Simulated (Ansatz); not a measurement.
The geometry is COD entry 9007661, unchecked; take it as a test cell.

Input and log of a run on MoS2: DFT, PBE, all-electron LAPW, scalar-relativistic (Ansatz 0.2.0).

```yaml
crystal:
  lattice:
    - [1.5815003568, 0.9130796567, 6.12333]
    - [-1.5815003568, 0.9130796567, 6.12333]
    - [0.0, -1.8261593134, 6.12333]
  atoms:
    - { symbol: Mo, position: [0.0, 0.0, 0.0] }
    - { symbol: S, position: [0.7484, 0.7484, 0.7484] }
    - { symbol: S, position: [0.5849, 0.5849, 0.5849] }
kpoints:
  mp_grid: { grid: [15, 15, 15] }
  band_path:
    path:
      - [0.0, 0.0, 0.0]
      - [0.5, 0.5, 0.5]
      - [0.8185098338, 0.1814901662, 0.5]
      - [0.5, -0.1814901662, 0.1814901662]
      - [0.5, 0.0, 0.0]
      - [0.0, 0.0, 0.0]
      - [0.3407450831, -0.3407450831, 0.0]
      - [0.6592549169, 0.0, 0.3407450831]
      - [0.5, 0.0, 0.5]
    npoints: 8
scf:
  occupations: { method: fermi_dirac, width: 0.05 }
hamiltonian:
  xc: pbe
  pseudopotentials: { kind: all_electron, lapw: { basis_error: 0.001 } }
output:
  forces: true
  stress: true
  eigenvalues: true
  fatbands: true
  populations: true
  dos: { projected: true, de: 0.2, e_range: [-14, 8] }
```

What the program printed:

```
Mo: projections on atomic orbitals take those of the free atom 1s2 2s2 2p6 3s2 3p6 3d10 4s2 4p6 4d5 5s1, of charge +0.00 (hamiltonian.pseudopotentials.projection_atoms)
S: projections on atomic orbitals take those of the free atom 1s2 2s2 2p6 3s2 3p4, of charge +0.00 (hamiltonian.pseudopotentials.projection_atoms)
LAPW: plane waves up to 8.452 Å⁻¹, error target 1.0e-3 eV per atom; small_component_spin mean_spin; S in spheres of 1.051 Å, 14 of its electrons in bands, Dirac shells []; Mo in spheres of 1.314 Å, 30 of its electrons in bands, Dirac shells []
Engine: ansatz 0.2.0
Pseudopotentials: kind: all_electron
Pseudopotential: Mo, LAPW, valence charge 30, Koelling and Harmon's equation, gaussian nucleus
Pseudopotential: S, LAPW, valence charge 14, Koelling and Harmon's equation, gaussian nucleus
Functional definition: PBE
  parameter kappa = 0.804
  parameter beta = 0.06672455060314922
  exchange = pbe_x(kappa = kappa, mu = beta*pi^2/3)
  correlation = pbe_c(beta = beta)
Crystal: 3 atoms, lattice volume = 53.054 Å³
Basis set: ecut = 272.1809322962753 eV, 563 PW (Γ), FFT grids on a1−a3, a2−a3, a3, exchange–correlation at level 2
Bands: 35, of which v1, the nominal top of the filled ones, is band 29 counted from 1 (28 counted from 0)
Symmetry: 6 space group operations
Space group: R3m (ITA 160), of the structure as read, at distance tolerance 3.8e-5 Å
k-points: 344 of 3375 (time reversal used)
Non-local potential: Mo, projectors of the file, none
Non-local potential: S, projectors of the file, none
Initial density: superposition of atomic densities (chi_scale 0.1, normalization cell, long waves kept (reshape's long-wave potential 0.14 eV rms))
Initial wavefunctions: plane waves of lowest kinetic energy (no species holds an atomic orbital)
Functional: x = pbe(κ = 0.804, μ = 0.2195149727645171), c = pbe(β = 0.06672455060314922)
iter 1 solved again at ethr=5.20e-3 eV; its pass at ethr=1.00e-1 eV (dr2=3.02e0 eV) is discarded
SCF iter   1: F=—  HF=-131907.078327 eV  |F-HF|=—  |Δ(HF+E_count)|=         —  Δρ=6.57e-2  dr2=3.02e0  ethr=5.20e-3  ⟨swp⟩=2.0  Hψ=80520  notcnv=0
preconditioner: auto → Resta (q_TF=auto, 2.769 Å⁻¹)  ε∞=5.2  [insulator: Δε(μ)=0.859 eV  Ē_g=10.597 eV  σ=0.050 eV  W_gap=1.00  n_scr=22 (ndim 8)  ℏωp=21.6 eV  f_vac=0.110  D(μ)=0.00/eV (n_scr^D=0)  ε∞_Penn≈5.2]
SCF iter   2: F=—  HF=-131906.260239 eV  |F-HF|=—  |Δ(HF+E_count)|=   8.18e-1  Δρ=3.49e-2  dr2=2.42e0  ethr=5.20e-3  ⟨swp⟩=3.0  Hψ=36336  notcnv=0
SCF iter   3: F=—  HF=-131905.797280 eV  |F-HF|=—  |Δ(HF+E_count)|=   4.63e-1  Δρ=1.87e-2  dr2=2.56e-1  ethr=4.17e-3  ⟨swp⟩=2.0  Hψ=32339  notcnv=0
SCF iter   4: F=—  HF=-131905.740004 eV  |F-HF|=—  |Δ(HF+E_count)|=         —  Δρ=4.09e-3  dr2=2.77e-2  ethr=4.41e-4  ⟨swp⟩=3.0  Hψ=36927  notcnv=0
the basis was enlarged: its passes take 403.7 KiB over the memory plan, 1 of 1 planned eigensolver slots
SCF iter   5: F=—  HF=-131905.735845 eV  |F-HF|=—  |Δ(HF+E_count)|=   4.16e-3  Δρ=2.36e-3  dr2=6.21e-3  ethr=4.78e-5  ⟨swp⟩=2.0  Hψ=35742  notcnv=0
SCF iter   6: F=—  HF=-131905.735056 eV  |F-HF|=—  |Δ(HF+E_count)|=   7.89e-4  Δρ=8.70e-4  dr2=7.38e-4  ethr=1.07e-5  ⟨swp⟩=2.0  Hψ=33715  notcnv=0
iter 7 solved again at ethr=5.16e-8 eV; its pass at ethr=1.27e-6 eV (dr2=2.99e-5 eV) is discarded
SCF iter   7: F=—  HF=-131905.735078 eV  |F-HF|=—  |Δ(HF+E_count)|=   2.21e-5  Δρ=1.33e-4  dr2=2.99e-5  ethr=5.16e-8  ⟨swp⟩=2.0  Hψ=58490  notcnv=0
SCF iter   8: F=—  HF=-131905.735098 eV  |F-HF|=—  |Δ(HF+E_count)|=   2.03e-5  Δρ=8.18e-5  dr2=9.08e-6  ethr=5.15e-8  ⟨swp⟩=3.0  Hψ=35331  notcnv=0
SCF iter   9: F=—  HF=-131905.735100 eV  |F-HF|=—  |Δ(HF+E_count)|=   1.71e-6  Δρ=1.57e-5  dr2=2.26e-7  ethr=1.56e-8  ⟨swp⟩=3.0  Hψ=35046  notcnv=0
SCF iter  10: F=-131905.735100 eV  HF=-131905.735100 eV  |F-HF|=3.38e-9  |Δ(HF+E_count)|=   7.85e-8  Δρ=4.65e-6  dr2=1.57e-8  ethr=3.90e-10  ⟨swp⟩=3.0  Hψ=35616  notcnv=0
SCF 1 converged in 10 iterations: F = -131905.735100 eV  dr2 = 1.57e-8
NSCF: frozen V_eff on 65 k-points
SCF converged after 10 iterations
Free energy (F): -131905.735100 eV
Harris-Foulkes:  -131905.735100 eV  (|F-HF|=3.38e-9)
Internal energy: -131905.735092 eV  (E = F + TS)
E sigma→0 (E₀):  -131905.735096 eV
Entropy (-TS):   -0.000008 eV (-0.003 meV/atom)
Fermi energy:    12.860750 eV
--- Per-component energies (eV) ---
  E_band       = -6795.292627
  E_kinetic    = 136008.759284
  E_xc         = -4769.252942
  E_electrostatic = -263145.241433  (all electrons and nuclei)
  E_smearing   = -0.000008  (= −TS)
  E_closure    = 0.000000  (closes the sum)
  E_atoms      = -131884.088107  (free atoms, spherical and without spin; not in F)
  Σ components = -131905.735100   (vs F -131905.735100, Δ=0.00e0)
  Basis errors (estimates in eV, not in F): energy 4.8e-4 per atom: plane waves 4.3e-4 (2.5e-4 summed), levels above the bands 2.3e-64, relativity 2.9e-8, radial functions 4.8e-5, core shells 4.9e-7; eigenvalues (radial functions only) 1.0e-6; not estimated: angular momenta, meshes, grids; target (lapw.basis_error) 1.0e-3; muffin-tin radii S 1.051 Å, Mo 1.314 Å
--- Forces (eV/Å), atoms counted from 1 ---
  atom   1  Mo     0.00000000     0.00000000    -0.00259880
  atom   2  S      0.00000000    -0.00000000     1.29259773
  atom   3  S     -0.00000000     0.00000000    -1.29003710
  max |Σ_I F_I| component: 3.82e-5 eV/Å
--- Stress (GPa, compression-positive) ---
        6.953618       0.000000       0.000000
        0.000000       6.953618      -0.000000
        0.000000      -0.000000      13.959882
  P = ⅓ Tr σ = 9.2890 GPa (92.890 kbar)
--- Band table (eV; the first three rows and the last of 344) ---
  k-point 0: bands = ["-363.9042", "-363.8871", "-363.8871", "-205.7851", "-205.7851", "-205.7733", "-205.7660", "-205.7660", "-193.5464", "-193.5417", "-138.3381", "-138.3381", "-138.3338", "-138.3338", "-138.2832", "-138.2776", "-49.1145", "-23.2856", "-23.0694", "-23.0694", "-2.7848", "-0.9459", "5.3603", "8.7280", "8.7280", "9.9290", "9.9290", "11.2593", "11.4235", "14.4861", "14.4861", "15.0034", "15.0034", "17.8522", "20.5798"]
  k-point 1: bands = ["-363.9042", "-363.8871", "-363.8871", "-205.7851", "-205.7851", "-205.7733", "-205.7660", "-205.7660", "-193.5464", "-193.5417", "-138.3381", "-138.3381", "-138.3338", "-138.3338", "-138.2832", "-138.2776", "-49.1127", "-23.2819", "-23.0879", "-23.0736", "-2.7146", "-0.9277", "5.4395", "8.5846", "8.8022", "9.6887", "9.8181", "11.2921", "11.4893", "14.4318", "14.6125", "14.7690", "14.9243", "18.1805", "20.8340"]
  k-point 2: bands = ["-363.9042", "-363.8871", "-363.8871", "-205.7851", "-205.7851", "-205.7733", "-205.7660", "-205.7660", "-193.5464", "-193.5417", "-138.3381", "-138.3381", "-138.3339", "-138.3338", "-138.2832", "-138.2776", "-49.1075", "-23.2715", "-23.1400", "-23.0853", "-2.5109", "-0.8748", "5.6555", "8.2265", "9.0162", "9.1779", "9.5360", "11.2573", "11.5057", "14.2757", "14.4565", "14.7077", "14.9430", "18.9893", "20.9114"]
  k-point 343: bands = ["-363.9042", "-363.8871", "-363.8871", "-205.7851", "-205.7851", "-205.7733", "-205.7660", "-205.7660", "-193.5464", "-193.5417", "-138.3381", "-138.3381", "-138.3338", "-138.3338", "-138.2832", "-138.2776", "-49.1127", "-23.2820", "-23.0879", "-23.0736", "-2.5046", "-1.2988", "6.3473", "8.5715", "8.7889", "8.8781", "9.8434", "10.1085", "12.4476", "14.4698", "14.6909", "14.8100", "14.8218", "18.2082", "21.3062"]
--- Löwdin populations: 3 sites ---
  site symbol       q [e]
     0     Mo     41.6951
     1      S     16.0497
     2      S     16.0528
  spilling = 0.002735 (of n_electrons = 74.000000)
```
